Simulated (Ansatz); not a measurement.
Crystal: Al.

```
Al
1.0
     0.00000    2.02481    2.02481
     2.02481    0.00000    2.02481
     2.02481    2.02481    0.00000
Al
1
Direct
  0.00000 0.00000 0.00000
```

```yaml
Program: Ansatz 0.2.0
Task: relaxation of cell and atoms
Functional: PBEsol
Dispersion: D3(BJ)
Potentials_or_basis: Ansatz PAW
Cutoff: "420 eV (not typed: the program's choice for these potentials)"
k_mesh: 11 × 11 × 11
Occupations: fermi-dirac, width 0.05 eV
Spin: no spin polarisation
```

At the start: volume 16.60 Å³/atom.

Question: Where does the relaxation end?

Answer: It ends after 5 steps and the volume is 15.59 Å³/atom (-6.1 %); space group Fm-3m (No. 225, to 0.05 Å).

The path:
```tsv
step	energy change (eV)	largest force (eV/Å)	volume (Å³)
1	0.0000	0.0000	16.60
2	-0.0165	0.0000	15.39
3	-0.0171	0.0000	15.61
4	-0.0172	0.0000	15.59
5	-0.0169	0.0000	15.59
```

Final structure:
```yaml
crystal:
  lattice:
    - [0.00000, 1.98292, 1.98292]
    - [1.98292, 0.00000, 1.98292]
    - [1.98292, 1.98292, 0.00000]
  atoms:
    - { symbol: Al, position: [0.00000, 0.00000, 0.00000] }
```

The cell as given is a measured one (16.60 Å³/atom); PBEsol+D3(BJ) puts the equilibrium volume -6.1 % from it, thermal expansion not counted.

Caveat: the plane-wave basis is chosen anew once the cell has moved, so the energies of steps on either side of that aren't comparable; the PAW data sets come from PBE, with cores solved anew for the run's functional, which leaves a small shift of forces and pressure.
